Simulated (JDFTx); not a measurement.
MnS under changes of volume

One of the cells (17.667 Å³/atom); the others are scaled copies at fixed shape and fractional positions:

```
CELL_PARAMETERS angstrom
0.00000 2.60450 2.60450
2.60450 0.00000 2.60450
2.60450 2.60450 0.00000
ATOMIC_POSITIONS crystal
Mn 0.00000 0.00000 0.00000
S 0.50000 0.50000 0.50000
```

* Program: JDFTx 1.7.0 (patched build)
* Functional: LDA
* Potentials or basis: PseudoDojo-SR-LDA-0.4.1-standard
* Cutoff: 1306 eV
* Density cutoff: 10449 eV
* k mesh: 7 × 7 × 7
* Occupations: fermi-dirac, width 0.05 eV
* Spin: collinear spin, ferromagnetic start
* Starting moments: [4.0, 0.0] μB

```csv
volume (Å³/atom),energy over the lowest point (meV/atom),pressure (GPa),moment (μB per cell)
16.607,0.00,-8.8,4.44
16.961,19.59,-9.4,4.52
17.314,41.05,-10.4,4.56
17.667,64.87,-11.3,4.60
18.021,90.42,-12.0,4.64
18.374,?,?,?
18.727,145.62,-13.2,4.71
```

What does the run at 18.374 Å³/atom give?

Energy over the lowest point 117.38 meV/atom; pressure -12.6 GPa; moment 4.68 μB per cell.

Worked out: A Birch-Murnaghan fit of order 3 (a polynomial in V^(-2/3)) to the other rows has no minimum within the range. It gives 117.35 meV/atom at 18.374 Å³/atom, against the run's 117.38, and -dE/dV = -12.6 GPa, against -12.6. A parabola through the other rows of the moment, of slope 0.0884 μB per Å³/atom there, gives 4.68 μB, against the run's 4.68.

Energies are extrapolated to zero smearing.

Caveats: a cell with one magnetic atom can't hold antiferromagnetic order, which such compounds often take.
